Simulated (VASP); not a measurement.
# SnTe (Fm-3m) in VASP: a series of runs

Runs on SnTe. Level: PBE. Tasks: single point.

All numbers are computed with VASP 6.6.1; they aren't measurements. Logs are shortened: lines on timing, memory, paths and dates and some standing lists are left out, and cuts for length are marked.

### 1 The structure

It takes space group Fm-3m (No. 225, cubic). Conventional cell: a = 6.302 Å, b = 6.302 Å, c = 6.302 Å, α = 90.00°, β = 90.00°, γ = 90.00°. Te (site symmetry m-3m) has 6 Sn at 3.15 Å as nearest neighbours. Sn (site symmetry m-3m) is surrounded by 6 Te at 3.15 Å.

### 2 Single point, PBE

Input file INCAR:

```
SYSTEM = SnTe
ADDGRID  = .True.       
ALGO     = Normal         ! electronic algorithm
EDIFF    = 1E-7           ! SCF threshold, eV
ENCUT    = 460            ! plane-wave cutoff, eV
GGA      = PE             ! functional
ISIF     = 2              ! what is computed and relaxed
ISMEAR   = 0              ! smearing method
LASPH    = .True.         ! aspherical terms in the spheres
LCHARG   = .False.        ! write CHGCAR
LREAL    = .False.        ! projectors in reciprocal space
LWAVE    = .False.        ! write WAVECAR
NELM     = 100            ! most SCF steps
PREC     = Accurate       ! precision mode
SIGMA    = 0.05           ! smearing width, eV
```

Input file KPOINTS:

```
k-points
0
Gamma
  4 4 4
  0 0 0
```

Input file POSCAR:

```
SnTe
1.0
    0.0000000000      3.1508500000      3.1508500000
    3.1508500000      0.0000000000      3.1508500000
    3.1508500000      3.1508500000      0.0000000000
Te Sn
1 1
Direct
    0.5000000000      0.5000000000      0.5000000000
    0.0000000000      0.0000000000      0.0000000000
```

Potentials or basis: VASP PAW PBE potentials, release 64 (Te, Sn_d).

Launch:

```bash
$ cat potpaw_PBE.64/Te/POTCAR potpaw_PBE.64/Sn_d/POTCAR > POTCAR
$ mpirun -np 1 vasp_std > vasp.out
```

OUTCAR:

```text
SYSTEM = SnTe
   EDIFF = 1E-7
   ENCUT = 460
   GGA = PE
   ISIF = 2
   ISMEAR = 0
   LASPH = .True.
   LREAL = .False.
   NELM = 100
   PREC = Accurate

 Found      8 irreducible k-points:

 Following reciprocal coordinates:
            Coordinates               Weight
  0.000000  0.000000  0.000000      1.000000
  0.250000  0.000000  0.000000      8.000000
  0.500000  0.000000  0.000000      4.000000
  0.250000  0.250000  0.000000      6.000000
  0.500000  0.250000  0.000000     24.000000
 -0.250000  0.250000  0.000000     12.000000
   k-points           NKPTS =      8   k-points in BZ     NKDIM =      8   number of bands    NBANDS=     14
   number of dos      NEDOS =    301   number of ions     NIONS =      2
   total plane-waves  NPLWV =  32768
   dimension x,y,z NGX =    32 NGY =   32 NGZ =   32
   dimension x,y,z NGXF=    64 NGYF=   64 NGZF=   64
   ions per type =               1   1
   NGX,Y,Z   is equivalent  to a cutoff of  11.94, 11.94, 11.94 a.u.
   NGXF,Y,Z  is equivalent  to a cutoff of  23.88, 23.88, 23.88 a.u.
 SYSTEM =  SnTe
   PREC   = accura    normal or accurate (medium, high low for compatibility)
   ISTART =      0    job   : 0-new  1-cont  2-samecut
   ICHARG =      2    charge: 1-file 2-atom 10-const
   ISPIN  =      1    spin polarized calculation?
   LNONCOLLINEAR =      F non collinear calculations
   LSORBIT =      F    spin-orbit coupling
   LASPH  =      T    aspherical Exc in radial PAW
   ENCUT  =  460.0 eV  33.81 Ry    5.81 a.u.   7.79  7.79  7.79*2*pi/ulx,y,z
   NELM   =    100;   NELMIN=  2; NELMDL= -5     # of ELM steps
   EDIFF  = 0.1E-06   stopping-criterion for ELM
   LREAL  =      F    real-space projection
   EDIFFG = 0.1E-05   stopping-criterion for IOM
   NSW    =      0    number of steps for IOM
   IBRION =     -1    ionic relax: 0-MD 1-quasi-New 2-CG
   NFREE  =      0    steps in history (QN), initial steepest desc. (CG)
   ISIF   =      2    stress and relaxation
   ISYM   =      2    0-nonsym 1-usesym 2-fastsym
   POTIM  = 0.5000    time-step for ionic-motion
   TEBEG  =    0.0;   TEEND  =   0.0 temperature during run
   PSTRESS=    0.0 pullay stress
   NELECT =      20.0000    total number of electrons
   NUPDOWN=      -1.0000    fix difference up-down
   EMIN   =  10.00;   EMAX   =-10.00  energy-range for DOS
   EFERMI =   0.00;   METHOD = LEGACY
   ISMEAR =     0;   SIGMA  =   0.05  broadening in eV -4-tet -1-fermi 0-gaus
   EFERMI_NEDOS =   21; number of points for ismear=-14 and -15
   IALGO  =     38    algorithm
   IMIX   =      4    mixing-type and parameters
     AMIX     =   0.40;   BMIX     =  1.00
     AMIX_MAG =   1.60;   BMIX_MAG =  1.00
  volume/ion in A,a.u.               =      31.28       211.10
  Fermi-wavevector in a.u.,A,eV,Ry     =   1.119387  2.115336 17.048485  1.253028
  Thomas-Fermi vector in A             =   2.256026
   LORBIT       =      0    0 simple, 1 ext, 2 COOP (PROOUT), +10 PAW based schemes
   GGA     = PE    functional components
   LHFCALC =     F    Hartree Fock is set to
   AEXX    =    0.0000 exact exchange contribution
   IVDW    =     0    specifies the selected vdW correction
   LEPSILON=     F    determine dielectric tensor
   LRPA    =     F    only Hartree local field effects (RPA)
 non-spin polarized calculation
 Gauss-broadening in eV      SIGMA  =   0.05
  energy-cutoff  :      460.00
  volume of cell :       62.56
 maximum number of plane-waves:      1424
   NGX = 15   NGY = 15   NGZ = 15

 number of electron      20.0000001 magnetization

 Free energy of the ion-electron system (eV)
  ---------------------------------------------------
  ext. energy  EPLUGINS =         0.00000000
  ---------------------------------------------------
  free energy    TOTEN  =        -7.54286241 eV

  energy without entropy =       -7.54144023  energy(sigma->0) =       -7.54215132

 E-fermi :   6.9916     XC(G=0):  -9.5162

 val. band max:        6.9439114268   @ k =   0.5000   0.0000   0.0000
 cond. band min:       7.0392016435   @ k =   0.5000   0.0000   0.0000
 fundamental gap:      0.0952902167
 Fermi energy:         6.9915565351

 k-point     1 :       0.0000    0.0000    0.0000
  band No.  band energies     occupation
      1     -15.0000      2.00000
      2     -15.0000      2.00000
      3     -14.9925      2.00000
      4     -14.9925      2.00000
      5     -14.9925      2.00000
      6      -5.8773      2.00000
      7       2.2489      2.00000
      8       4.7867      2.00000
      9       4.7867      2.00000
     10       4.7867      2.00000
     11      10.2871      0.00000
     12      10.2871      0.00000
     13      10.2871      0.00000
     14      11.6918      0.00000

 k-point     2 :       0.2500    0.0000    0.0000
  band No.  band energies     occupation
      1     -15.0023      2.00000
      2     -15.0023      2.00000
      3     -14.9917      2.00000
      4     -14.9893      2.00000
      5     -14.9893      2.00000
      6      -5.3767      2.00000
      7       0.2603      2.00000
      8       4.8929      2.00000
      9       4.8929      2.00000
     10       5.9817      2.00000
     11       8.5083      0.00000
     12       8.5083      0.00000
     13       8.5745      0.00000
     14      12.0586      0.00000

 k-point     3 :       0.5000    0.0000    0.0000
  band No.  band energies     occupation
      1     -15.0051      2.00000
      2     -15.0051      2.00000
      3     -14.9909      2.00000
      4     -14.9857      2.00000
      5     -14.9857      2.00000
      6      -4.6006      2.00000
      7      -1.4009      2.00000
      8       5.1222      2.00000
      9       5.1222      2.00000
     10       6.9439      1.82222
     11       7.0392      0.17778
     12       7.3063      0.00000
     13       7.3063      0.00000
     14      14.7033      0.00000

 k-point     4 :       0.2500    0.2500    0.0000
  band No.  band energies     occupation
      1     -15.0079      2.00000
      2     -14.9976      2.00000
      3     -14.9944      2.00000
      4     -14.9873      2.00000
      5     -14.9873      2.00000
      6      -5.2193      2.00000
      7       0.5796      2.00000
      8       3.8757      2.00000
      9       3.8757      2.00000
     10       4.8984      2.00000
     11       8.9676      0.00000
     12       9.9322      0.00000
     13      10.8089      0.00000
     14      10.8089      0.00000

 k-point     5 :       0.5000    0.2500    0.0000
  band No.  band energies     occupation
      1     -15.0108      2.00000
      2     -14.9999      2.00000
      3     -14.9923      2.00000
      4     -14.9855      2.00000
      5     -14.9840      2.00000
      6      -4.4726      2.00000
      7      -0.6846      2.00000
      8       2.8031      2.00000
      9       3.8632      2.00000
     10       4.4705      2.00000
     11       9.5750      0.00000
     12       9.5780      0.00000
     13      11.0225      0.00000
     14      11.1779      0.00000

 k-point     6 :      -0.2500    0.2500    0.0000
  band No.  band energies     occupation
      1     -15.0054      2.00000
      2     -15.0036      2.00000
      3     -14.9895      2.00000
      4     -14.9874      2.00000
      5     -14.9870      2.00000
      6      -4.7164      2.00000
      7      -0.6398      2.00000
      8       2.8367      2.00000
      9       4.9243      2.00000
     10       5.9282      2.00000
     11       7.8607      0.00000
     12       8.1076      0.00000
     13      11.0663      0.00000
     14      12.8915      0.00000

 [... further k-points ...]

------------------------ aborting loop because EDIFF is reached ----------------------------------------

  FORCE on cell =-STRESS in cart. coord.  units (eV):
  Direction    XX          YY          ZZ          XY          YZ          ZX
  --------------------------------------------------------------------------------------
  -------------------------------------------------------------------------------------
  Total        0.6324316      0.6324316      0.6324316     -0.0000000     -0.0000000      0.0000000
  in kB       16.1961187     16.1961187     16.1961187     -0.0000000     -0.0000000      0.0000000
  external PRESSURE =      16.1961187 kB  Pullay stress =       0.0000000 kB

 VOLUME and BASIS-vectors are now :
 -----------------------------------------------------------------------------
  energy-cutoff  :      460.00
  volume of cell :       62.56
      direct lattice vectors                 reciprocal lattice vectors
     0.000000000  3.150850000  3.150850000    -0.158687338  0.158687338  0.158687338
     3.150850000  0.000000000  3.150850000     0.158687338 -0.158687338  0.158687338
     3.150850000  3.150850000  0.000000000     0.158687338  0.158687338 -0.158687338

 POSITION                                       TOTAL-FORCE (eV/Angst)
 -----------------------------------------------------------------------------------
      3.15085      3.15085      3.15085        -0.000000     -0.000000      0.000000
      0.00000      0.00000      0.00000         0.000000      0.000000     -0.000000
 -----------------------------------------------------------------------------------
    total drift:                                0.000000     -0.000000     -0.000000

  FREE ENERGIE OF THE ION-ELECTRON SYSTEM (eV)
  ---------------------------------------------------
  free  energy   TOTEN  =        -7.5428624136 eV

  energy  without entropy=       -7.5414402293  energy(sigma->0) =       -7.54215132
```

Run time: 13 s. Hardware: 1 thread of Intel Xeon Platinum 8488C (Sapphire Rapids), shared host; peak memory 0.27 GiB.

The run converged, but some of its settings lie outside the range that counts as converged, so its numbers aren't taken as properties of the crystal.

Results:

* Free energy: -7.5429 eV
* Pressure: 1.6 GPa
* Band gap on the k mesh: 0.10 eV, direct

Caveat: the k mesh is coarse (spacing up to 0.43 Å⁻¹), so the values aren't converged; spin-orbit coupling is left out, which moves the levels of the heavy elements.

### 3 Single point, PBE

INCAR, as its differences from that of step 2:

```diff
@@ -1,3 +1,3 @@
 SYSTEM = SnTe
-ADDGRID  = .True.       
+ADDGRID  = .False.      
 ALGO     = Normal         ! electronic algorithm
@@ -8,3 +8,3 @@
 ISMEAR   = 0              ! smearing method
-LASPH    = .True.         ! aspherical terms in the spheres
+LASPH    = .False.        ! aspherical terms in the spheres
 LCHARG   = .False.        ! write CHGCAR
```

KPOINTS is that of step 2.

POSCAR is that of step 2.

Potentials or basis: VASP PAW PBE potentials, release 64 (Te, Sn_d).

Launch:

```bash
$ cat potpaw_PBE.64/Te/POTCAR potpaw_PBE.64/Sn_d/POTCAR > POTCAR
$ mpirun -np 1 vasp_std > vasp.out
```

OUTCAR:

```text
SYSTEM = SnTe
   EDIFF = 1E-7
   ENCUT = 460
   GGA = PE
   ISIF = 2
   ISMEAR = 0
   LASPH = .False.
   LREAL = .False.
   NELM = 100
   PREC = Accurate

 Found      8 irreducible k-points:

 Following reciprocal coordinates:
            Coordinates               Weight
  0.000000  0.000000  0.000000      1.000000
  0.250000  0.000000  0.000000      8.000000
  0.500000  0.000000  0.000000      4.000000
  0.250000  0.250000  0.000000      6.000000
  0.500000  0.250000  0.000000     24.000000
 -0.250000  0.250000  0.000000     12.000000
   k-points           NKPTS =      8   k-points in BZ     NKDIM =      8   number of bands    NBANDS=     14
   number of dos      NEDOS =    301   number of ions     NIONS =      2
   total plane-waves  NPLWV =  32768
   dimension x,y,z NGX =    32 NGY =   32 NGZ =   32
   dimension x,y,z NGXF=    64 NGYF=   64 NGZF=   64
   ions per type =               1   1
   NGX,Y,Z   is equivalent  to a cutoff of  11.94, 11.94, 11.94 a.u.
   NGXF,Y,Z  is equivalent  to a cutoff of  23.88, 23.88, 23.88 a.u.
 SYSTEM =  SnTe
   PREC   = accura    normal or accurate (medium, high low for compatibility)
   ISTART =      0    job   : 0-new  1-cont  2-samecut
   ICHARG =      2    charge: 1-file 2-atom 10-const
   ISPIN  =      1    spin polarized calculation?
   LNONCOLLINEAR =      F non collinear calculations
   LSORBIT =      F    spin-orbit coupling
   LASPH  =      F    aspherical Exc in radial PAW
   ENCUT  =  460.0 eV  33.81 Ry    5.81 a.u.   7.79  7.79  7.79*2*pi/ulx,y,z
   NELM   =    100;   NELMIN=  2; NELMDL= -5     # of ELM steps
   EDIFF  = 0.1E-06   stopping-criterion for ELM
   LREAL  =      F    real-space projection
   EDIFFG = 0.1E-05   stopping-criterion for IOM
   NSW    =      0    number of steps for IOM
   IBRION =     -1    ionic relax: 0-MD 1-quasi-New 2-CG
   NFREE  =      0    steps in history (QN), initial steepest desc. (CG)
   ISIF   =      2    stress and relaxation
   ISYM   =      2    0-nonsym 1-usesym 2-fastsym
   POTIM  = 0.5000    time-step for ionic-motion
   TEBEG  =    0.0;   TEEND  =   0.0 temperature during run
   PSTRESS=    0.0 pullay stress
   NELECT =      20.0000    total number of electrons
   NUPDOWN=      -1.0000    fix difference up-down
   EMIN   =  10.00;   EMAX   =-10.00  energy-range for DOS
   EFERMI =   0.00;   METHOD = LEGACY
   ISMEAR =     0;   SIGMA  =   0.05  broadening in eV -4-tet -1-fermi 0-gaus
[... 18 lines left out ...]
  volume of cell :       62.56
 maximum number of plane-waves:      1424
   NGX = 15   NGY = 15   NGZ = 15

 number of electron      20.0000011 magnetization

 Free energy of the ion-electron system (eV)
  ---------------------------------------------------
  ext. energy  EPLUGINS =         0.00000000
  ---------------------------------------------------
  free energy    TOTEN  =        -7.54287083 eV

  energy without entropy =       -7.54144863  energy(sigma->0) =       -7.54215973

 E-fermi :   6.9916     XC(G=0):  -9.5162

 val. band max:        6.9439088666   @ k =   0.5000   0.0000   0.0000
 cond. band min:       7.0391986513   @ k =   0.5000   0.0000   0.0000
 fundamental gap:      0.0952897847
 Fermi energy:         6.9915537589

 k-point     1 :       0.0000    0.0000    0.0000
  band No.  band energies     occupation
      1     -14.9994      2.00000
      2     -14.9994      2.00000
      3     -14.9929      2.00000
      4     -14.9929      2.00000
      5     -14.9929      2.00000
      6      -5.8773      2.00000
      7       2.2489      2.00000
      8       4.7867      2.00000
      9       4.7867      2.00000
     10       4.7867      2.00000
     11      10.2871      0.00000
     12      10.2871      0.00000
     13      10.2871      0.00000
     14      11.6918      0.00000
[... 71 lines left out ...]
      1     -15.0048      2.00000
      2     -15.0030      2.00000
      3     -14.9899      2.00000
      4     -14.9877      2.00000
      5     -14.9874      2.00000
      6      -4.7164      2.00000
      7      -0.6398      2.00000
      8       2.8367      2.00000
      9       4.9244      2.00000
     10       5.9282      2.00000
     11       7.8607      0.00000
     12       8.1076      0.00000
     13      11.0663      0.00000
     14      12.8915      0.00000

 [... further k-points ...]

------------------------ aborting loop because EDIFF is reached ----------------------------------------

  FORCE on cell =-STRESS in cart. coord.  units (eV):
  Direction    XX          YY          ZZ          XY          YZ          ZX
  --------------------------------------------------------------------------------------
  -------------------------------------------------------------------------------------
  Total        0.6321905      0.6321905      0.6321905     -0.0000000      0.0000000     -0.0000000
  in kB       16.1899442     16.1899442     16.1899442     -0.0000000      0.0000000     -0.0000000
  external PRESSURE =      16.1899442 kB  Pullay stress =       0.0000000 kB

 VOLUME and BASIS-vectors are now :
 -----------------------------------------------------------------------------
  energy-cutoff  :      460.00
  volume of cell :       62.56
      direct lattice vectors                 reciprocal lattice vectors
     0.000000000  3.150850000  3.150850000    -0.158687338  0.158687338  0.158687338
     3.150850000  0.000000000  3.150850000     0.158687338 -0.158687338  0.158687338
     3.150850000  3.150850000  0.000000000     0.158687338  0.158687338 -0.158687338

 POSITION                                       TOTAL-FORCE (eV/Angst)
 -----------------------------------------------------------------------------------
      3.15085      3.15085      3.15085         0.000000      0.000000      0.000000
      0.00000      0.00000      0.00000         0.000000     -0.000000     -0.000000
 -----------------------------------------------------------------------------------
    total drift:                                0.000000     -0.000000     -0.000000

  FREE ENERGIE OF THE ION-ELECTRON SYSTEM (eV)
  ---------------------------------------------------
  free  energy   TOTEN  =        -7.5428708284 eV

  energy  without entropy=       -7.5414486323  energy(sigma->0) =       -7.54215973
```

Run time: 4.1 s. Hardware: 1 thread of Intel Xeon Platinum 8488C (Sapphire Rapids), shared host; peak memory 0.17 GiB.

These settings aren't checked as converged: the numbers below hold their error.

Results:

```
Free energy            : -7.5429 eV
Pressure               : 1.6 GPa
Band gap on the k mesh : 0.10 eV, direct
```

Caveat: the k mesh is coarse (spacing up to 0.43 Å⁻¹), so the values aren't converged; spin-orbit coupling is left out, which moves the levels of the heavy elements.

### 4 Single point, PBE

Input file INCAR:

```
SYSTEM = SnTe
ADDGRID  = .False.      
ALGO     = Normal         ! electronic algorithm
EDIFF    = 1E-4           ! SCF threshold, eV
ENCUT    = 460            ! plane-wave cutoff, eV
GGA      = PE             ! functional
ISIF     = 2              ! what is computed and relaxed
ISMEAR   = 0              ! smearing method
LASPH    = .True.         ! aspherical terms in the spheres
LCHARG   = .False.        ! write CHGCAR
LREAL    = Auto         
LWAVE    = .False.        ! write WAVECAR
NELM     = 100            ! most SCF steps
PREC     = Normal         ! precision mode
SIGMA    = 0.05           ! smearing width, eV
```

KPOINTS is that of step 3.

POSCAR is that of step 3.

Launch:

```bash
$ cat potpaw_PBE.64/Te/POTCAR potpaw_PBE.64/Sn_d/POTCAR > POTCAR
$ mpirun -np 1 vasp_std > vasp.out
```

Wall time 3 s (1 thread of Intel Xeon Platinum 8488C (Sapphire Rapids), shared host); peak memory 0.13 GiB.

These settings aren't checked as converged: the numbers below hold their error.

What came out:

* Free energy: -7.5457 eV
* Pressure: 1.7 GPa
* Band gap on the k mesh: 0.10 eV, direct

Caveat: the k mesh is coarse (spacing up to 0.43 Å⁻¹), so the values aren't converged; spin-orbit coupling is left out, which moves the levels of the heavy elements.

### 5 The reference run

An earlier run on the cell as given: functional PBE; potentials or basis VASP PAW PBE potentials, release 64 (Te, Sn_d); cutoff 520 eV; k mesh 7 × 7 × 7; occupations fermi-dirac, width 0.05 eV; no spin polarisation.

* Pressure: 2.2 GPa
